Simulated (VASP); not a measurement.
# Ni (Fm-3m) in VASP: a series of runs

The runs below take Ni through single point, with PBEsol.

Program: VASP 6.6.1. These are calculated values, not measurements. Logs are shortened: lines on timing, memory, paths and dates and some standing lists are left out, and cuts for length are marked.

## (1) Starting point

It takes space group Fm-3m (No. 225, cubic). Conventional cell: a = 3.520 Å, b = 3.520 Å, c = 3.520 Å, α = 90.00°, β = 90.00°, γ = 90.00°. Ni (site symmetry m-3m) is surrounded by 12 Ni at 2.49 Å.

The cell was built by a generator and needn't be a form met in nature.

## (2) Single point, PBEsol, collinear spin, ferromagnetic start

INCAR reads:

```
ALGO = Normal
EDIFF = 1E-7
ENCUT = 300
GGA = PS
ISIF = 2
ISMEAR = 1
ISPIN = 2
LASPH = T
LCHARG = F
LMAXMIX = 4
LORBIT = 11
LREAL = F
LWAVE = F
MAGMOM = 0.8
NBANDS = 15
NELM = 120
PREC = Accurate
SIGMA = 0.1
```

KPOINTS reads:

```
k-points
0
Gamma
  31 31 31
```

POSCAR reads:

```
Ni
1.0
    0.0000000000      1.7600000000      1.7600000000
    1.7600000000      0.0000000000      1.7600000000
    1.7600000000      1.7600000000      0.0000000000
Ni
1
Direct
    0.0000000000      0.0000000000      0.0000000000
```

Potentials or basis: VASP PAW PBE potentials, release 64 (Ni).

Command:

```console
cat potpaw_PBE.64/Ni/POTCAR > POTCAR
mpirun -np 1 vasp_std > vasp.out
```

OUTCAR:

```text
EDIFF = 1E-7
   ENCUT = 300
   GGA = PS
   ISIF = 2
   ISMEAR = 1
   ISPIN = 2
   LASPH = T
   LORBIT = 11
   LREAL = F
   NELM = 120
   PREC = Accurate

 ion  position               nearest neighbor table
   1  0.000  0.000  0.000-

  LATTYP: Found a face centered cubic cell.
 ALAT       =     3.5200000000

  Lattice vectors:

 A1 = (   0.0000000000,   1.7600000000,   1.7600000000)
 A2 = (   1.7600000000,   0.0000000000,   1.7600000000)
 A3 = (   1.7600000000,   1.7600000000,   0.0000000000)

Analysis of symmetry for initial positions (statically):
=====================================================================
 Subroutine PRICEL returns:
 Original cell was already a primitive cell.

 Routine SETGRP: Setting up the symmetry group for a
 face centered cubic supercell.

 Subroutine GETGRP returns: Found 48 space group operations
 (whereof 48 operations were pure point group operations)
 out of a pool of 48 trial point group operations.

The static configuration has the point symmetry O_h .

Analysis of symmetry for dynamics (positions and initial velocities):
=====================================================================
 Subroutine PRICEL returns:
 Original cell was already a primitive cell.

 Routine SETGRP: Setting up the symmetry group for a
 face centered cubic supercell.

 Subroutine GETGRP returns: Found 48 space group operations
 (whereof 48 operations were pure point group operations)
 out of a pool of 48 trial point group operations.

The dynamic configuration has the point symmetry O_h .

Analysis of structural, dynamic, and magnetic symmetry:
=====================================================================
 Subroutine PRICEL returns:
 Original cell was already a primitive cell.

 Routine SETGRP: Setting up the symmetry group for a
 face centered cubic supercell.

 Subroutine GETGRP returns: Found 48 space group operations
 (whereof 48 operations were pure point group operations)
 out of a pool of 48 trial point group operations.

The overall configuration has the point symmetry O_h .

 Subroutine INISYM returns: Found 48 space group operations
 (whereof 48 operations are pure point group operations),
 and found     1 'primitive' translations

----------------------------------------------------------------------------------------

                                     Primitive cell

  volume of cell :      10.9036

  direct lattice vectors                    reciprocal lattice vectors
     0.000000000  1.760000000  1.760000000    -0.284090909  0.284090909  0.284090909
     1.760000000  0.000000000  1.760000000     0.284090909 -0.284090909  0.284090909
     1.760000000  1.760000000  0.000000000     0.284090909  0.284090909 -0.284090909

  length of vectors
     2.489015870  2.489015870  2.489015870     0.492059889  0.492059889  0.492059889

  position of ions in fractional coordinates (direct lattice)
     0.000000000  0.000000000  0.000000000

  ion indices of the primitive-cell ions
   primitive index   ion index
                 1           1

----------------------------------------------------------------------------------------

 KPOINTS: k-points

Automatic generation of k-mesh.
 Grid dimensions read from file:
 generate k-points for:   31   31   31

 Generating k-lattice:

  Cartesian coordinates                     Fractional coordinates (reciprocal lattice)
    -0.009164223  0.009164223  0.009164223     0.032258065  0.000000000  0.000000000
     0.009164223 -0.009164223  0.009164223     0.000000000  0.032258065  0.000000000
     0.009164223  0.009164223 -0.009164223     0.000000000  0.000000000  0.032258065

  Length of vectors
     0.015872900  0.015872900  0.015872900

  Shift w.r.t. Gamma in fractional coordinates (k-lattice)
     0.000000000  0.000000000  0.000000000

 Subroutine IBZKPT returns following result:
 ===========================================

 Found    816 irreducible k-points:

 Following reciprocal coordinates:
            Coordinates               Weight
  0.000000  0.000000  0.000000      1.000000
  0.032258  0.000000  0.000000      8.000000
  0.064516  0.000000  0.000000      8.000000
  0.096774  0.000000  0.000000      8.000000
  0.129032  0.000000  0.000000      8.000000
  0.161290  0.000000  0.000000      8.000000
[... 16 lines left out ...]
  0.225806  0.032258  0.000000     24.000000
  0.258065  0.032258  0.000000     24.000000
 [... further k-points ...]
   k-points           NKPTS =    816   k-points in BZ     NKDIM =    816   number of bands    NBANDS=     15
   number of dos      NEDOS =    301   number of ions     NIONS =      1
   total plane-waves  NPLWV =   2744
   dimension x,y,z NGX =    14 NGY =   14 NGZ =   14
   dimension x,y,z NGXF=    28 NGYF=   28 NGZF=   28
   ions per type =               1
   NGX,Y,Z   is equivalent  to a cutoff of   9.35,  9.35,  9.35 a.u.
   NGXF,Y,Z  is equivalent  to a cutoff of  18.70, 18.70, 18.70 a.u.
 SYSTEM =  unknown system
   PREC   = accura    normal or accurate (medium, high low for compatibility)
   ISTART =      0    job   : 0-new  1-cont  2-samecut
   ICHARG =      2    charge: 1-file 2-atom 10-const
   ISPIN  =      2    spin polarized calculation?
   LNONCOLLINEAR =      F non collinear calculations
   LSORBIT =      F    spin-orbit coupling
   LASPH  =      T    aspherical Exc in radial PAW
   ENCUT  =  300.0 eV  22.05 Ry    4.70 a.u.   3.52  3.52  3.52*2*pi/ulx,y,z
   NELM   =    120;   NELMIN=  2; NELMDL= -5     # of ELM steps
   EDIFF  = 0.1E-06   stopping-criterion for ELM
   LREAL  =      F    real-space projection
[... 7 lines left out ...]
   TEBEG  =    0.0;   TEEND  =   0.0 temperature during run
   PSTRESS=    0.0 pullay stress
   NELECT =      10.0000    total number of electrons
   NUPDOWN=      -1.0000    fix difference up-down
   EMIN   =  10.00;   EMAX   =-10.00  energy-range for DOS
   EFERMI =   0.00;   METHOD = LEGACY
   ISMEAR =     1;   SIGMA  =   0.10  broadening in eV -4-tet -1-fermi 0-gaus
   EFERMI_NEDOS =   21; number of points for ismear=-14 and -15
   IALGO  =     38    algorithm
   IMIX   =      4    mixing-type and parameters
     AMIX     =   0.40;   BMIX     =  1.00
     AMIX_MAG =   1.60;   BMIX_MAG =  1.00
  volume/ion in A,a.u.               =      10.90        73.58
  Fermi-wavevector in a.u.,A,eV,Ry     =   1.590568  3.005737 34.421456  2.529906
  Thomas-Fermi vector in A             =   2.689243
   LORBIT       =     11    0 simple, 1 ext, 2 COOP (PROOUT), +10 PAW based schemes
   GGA     = PS    functional components
   LHFCALC =     F    Hartree Fock is set to
   AEXX    =    0.0000 exact exchange contribution
   IVDW    =     0    specifies the selected vdW correction
   LEPSILON=     F    determine dielectric tensor
   LRPA    =     F    only Hartree local field effects (RPA)
 spin polarized calculation
 Methfessel and Paxton  Order N= 1 SIGMA  =   0.10
  energy-cutoff  :      300.00
  volume of cell :       10.90
 maximum number of plane-waves:       138
 NGX is ok and might be reduce to    14
   NGX =  7   NGY =  7   NGZ =  7

 number of electron      10.0000000 magnetization       0.8000000

 number of electron       9.9999992 magnetization       0.6413170

 Free energy of the ion-electron system (eV)
  ---------------------------------------------------
  ext. energy  EPLUGINS =         0.00000000
  ---------------------------------------------------
  free energy    TOTEN  =        -6.12817799 eV

  energy without entropy =       -6.12830468  energy(sigma->0) =       -6.12822022

 E-fermi :   9.1779     XC(G=0): -13.4261

 val. band max:        9.1772543212   @ k =   0.3871   0.0645   0.0000
 cond. band min:       9.1779994083   @ k =   0.4516   0.2903   0.0645
 fundamental gap:      0.0007450870
 Fermi energy:         9.1779348963

 spin component 1

 k-point     1 :       0.0000    0.0000    0.0000
  band No.  band energies     occupation
      1       0.1122      1.00000
      2       6.7321      1.00000
      3       6.7321      1.00000
      4       6.7321      1.00000
      5       7.9048      1.00000
      6       7.9048      1.00000
      7      32.8482      0.00000
      8      36.6657      0.00000
      9      36.6657      0.00000
     10      36.6657      0.00000
     11      39.6088      0.00000
     12      39.6088      0.00000
     13      39.6088      0.00000
     14      42.6143      0.00000
     15      48.8481      0.00000

 k-point     2 :       0.0323    0.0000    0.0000
  band No.  band energies     occupation
      1       0.1529      1.00000
      2       6.7214      1.00000
      3       6.7414      1.00000
      4       6.7414      1.00000
      5       7.9007      1.00000
      6       7.9007      1.00000
      7      32.7399      0.00000
      8      35.9475      0.00000
      9      36.5549      0.00000
     10      36.5549      0.00000
     11      39.7685      0.00000
     12      39.7685      0.00000
     13      40.1610      0.00000
     14      42.8965      0.00000
     15      48.3424      0.00000
[... 365 lines left out ...]
      3       6.9656      1.00000
      4       6.9713      1.00000
      5       7.8314      1.00000
      6       7.9767      1.00000
      7      25.3081      0.00000
      8      32.9209      0.00000
      9      33.6878      0.00000
     10      36.2009      0.00000
     11      39.1830      0.00000
     12      41.7066      0.00000
     13      41.7936      0.00000
     14      44.5343      0.00000
     15      46.7652      0.00000

 k-point    24 :       0.2581    0.0323    0.0000
  band No.  band energies     occupation
      1       2.3322      1.00000
      2       6.3867      1.00000
      3       6.9627      1.00000
      4       6.9737      1.00000
      5       7.9000      1.00000
      6       8.0428      1.00000
      7      23.6822      0.00000
      8      32.6561      0.00000
      9      33.4288      0.00000
     10      35.9193      0.00000
     11      38.7782      0.00000
     12      41.0648      0.00000
     13      41.6780      0.00000
     14      45.4894      0.00000
     15      47.6200      0.00000

 [... further k-points ...]

 spin component 2

 k-point     1 :       0.0000    0.0000    0.0000
  band No.  band energies     occupation
      1       0.0988      1.00000
      2       7.4751      1.00000
      3       7.4751      1.00000
      4       7.4751      1.00000
      5       8.5279      1.00000
      6       8.5279      1.00000
      7      32.7291      0.00000
      8      36.6665      0.00000
      9      36.6665      0.00000
     10      36.6665      0.00000
     11      39.7255      0.00000
     12      39.7255      0.00000
     13      39.7255      0.00000
     14      42.5201      0.00000
     15      49.0383      0.00000

 k-point     2 :       0.0323    0.0000    0.0000
  band No.  band energies     occupation
      1       0.1396      1.00000
      2       7.4630      1.00000
      3       7.4849      1.00000
      4       7.4849      1.00000
      5       8.5236      1.00000
      6       8.5236      1.00000
      7      32.6317      0.00000
      8      35.9625      0.00000
      9      36.5648      0.00000
     10      36.5648      0.00000
     11      39.8749      0.00000
     12      39.8749      0.00000
     13      40.2411      0.00000
     14      42.8166      0.00000
     15      48.5182      0.00000
[... 365 lines left out ...]
      3       7.6820      1.00000
      4       7.6906      1.00000
      5       8.4825      1.00000
      6       8.6341      1.00000
      7      25.4409      0.00000
      8      32.8576      0.00000
      9      33.7853      0.00000
     10      36.2693      0.00000
     11      39.1956      0.00000
     12      41.7143      0.00000
     13      41.8037      0.00000
     14      44.6648      0.00000
     15      46.9068      0.00000

 k-point    24 :       0.2581    0.0323    0.0000
  band No.  band energies     occupation
      1       2.3461      1.00000
      2       7.0335      1.00000
      3       7.6589      1.00000
      4       7.6762      1.00000
      5       8.5730      1.00000
      6       8.7200      1.00000
      7      23.8372      0.00000
      8      32.5899      0.00000
      9      33.5306      0.00000
     10      36.0029      0.00000
     11      38.8028      0.00000
     12      41.0883      0.00000
     13      41.6937      0.00000
     14      45.6035      0.00000
     15      47.7382      0.00000

 [... further k-points ...]
[... 5 lines left out ...]
  --------------------------------------------------------------------------------------
  -------------------------------------------------------------------------------------
  Total       -0.7055914     -0.7055914     -0.7055914     -0.0000000      0.0000000     -0.0000000
  in kB     -103.6802053   -103.6802053   -103.6802053     -0.0000000      0.0000000     -0.0000000
  external PRESSURE =    -103.6802053 kB  Pullay stress =       0.0000000 kB

 VOLUME and BASIS-vectors are now :
 -----------------------------------------------------------------------------
  energy-cutoff  :      300.00
  volume of cell :       10.90
      direct lattice vectors                 reciprocal lattice vectors
     0.000000000  1.760000000  1.760000000    -0.284090909  0.284090909  0.284090909
     1.760000000  0.000000000  1.760000000     0.284090909 -0.284090909  0.284090909
     1.760000000  1.760000000  0.000000000     0.284090909  0.284090909 -0.284090909

 POSITION                                       TOTAL-FORCE (eV/Angst)
 -----------------------------------------------------------------------------------
      0.00000      0.00000      0.00000        -0.000000      0.000000      0.000000
 -----------------------------------------------------------------------------------
    total drift:                               -0.000000     -0.000000     -0.000000

  FREE ENERGIE OF THE ION-ELECTRON SYSTEM (eV)
  ---------------------------------------------------
  free  energy   TOTEN  =        -6.1281779935 eV

  energy  without entropy=       -6.1283046819  energy(sigma->0) =       -6.12822022

 total charge

# of ion       s       p       d       tot
------------------------------------------
    1        0.500   0.502   8.295   9.297

 magnetization (x)

# of ion       s       p       d       tot
------------------------------------------
    1       -0.006  -0.024   0.683   0.652
```

It took 91 s on 1 thread of Intel Xeon Platinum 8259CL at 2.50GHz (Skylake/Cascade Lake), shared host; peak memory 0.2 GiB.

Results:

```
Free energy                                           : -6.1282 eV
Band gap on the k mesh                                : none (metal or under the smearing width)
Net moment                                            : 0.64 μB per cell
Site moments                                          : Ni +0.65 μB
Valence electrons inside the program's atomic spheres : Ni 9.30
```

Levels at points of the mesh, in eV from the Fermi level:
Spin up:
```tsv
k point	band 3	band 4	band 5	band 6	band 7	band 8
(0.00, 0.00, 0.00)	-2.45	-2.45	-1.27	-1.27	23.67	27.49
```
Spin down:
```tsv
k point	band 3	band 4	band 5	band 6	band 7	band 8
(0.00, 0.00, 0.00)	-1.70	-1.70	-0.65	-0.65	23.55	27.49
```

Caveat: the cutoff is under 1.25 times the usual one of these potentials, so pressure, stress and relaxed cells hold a basis-set (Pulay) error; the PAW data sets were made with another functional, which shifts forces and pressure a little.

## (3) Single point, PBEsol, collinear spin, ferromagnetic start

Edit INCAR of step 2 so:

```diff
@@ -2,3 +2,3 @@
 EDIFF = 1E-7
-ENCUT = 300
+ENCUT = 700
 GGA = PS
```

KPOINTS is that of step 2.

POSCAR is that of step 2.

Potentials or basis: VASP PAW PBE potentials, release 64 (Ni).

Command:

```console
cat potpaw_PBE.64/Ni/POTCAR > POTCAR
mpirun -np 1 vasp_std > vasp.out
```

It took 8.6 min on 1 thread of Intel Xeon Platinum 8259CL at 2.50GHz (Skylake/Cascade Lake), shared host; peak memory 0.41 GiB.

Results (log left out):

```
Free energy                                           : -6.1175 eV
Pressure                                              : -10.0 GPa
Band gap on the k mesh                                : none (metal or under the smearing width)
Net moment                                            : 0.64 μB per cell
Site moments                                          : Ni +0.65 μB
Valence electrons inside the program's atomic spheres : Ni 9.31
```

Levels at points of the mesh, in eV from the Fermi level:
Spin up:
```tsv
k point	band 3	band 4	band 5	band 6	band 7	band 8
(0.00, 0.00, 0.00)	-2.44	-2.44	-1.27	-1.27	23.67	27.49
```
Spin down:
| k point | band 3 | band 4 | band 5 | band 6 | band 7 | band 8 |
| --- | --- | --- | --- | --- | --- | --- |
| (0.00, 0.00, 0.00) | -1.70 | -1.70 | -0.65 | -0.65 | 23.55 | 27.49 |

Caveat: the PAW data sets were made with another functional, which shifts forces and pressure a little.

(Part 1 of 2 ends here.)
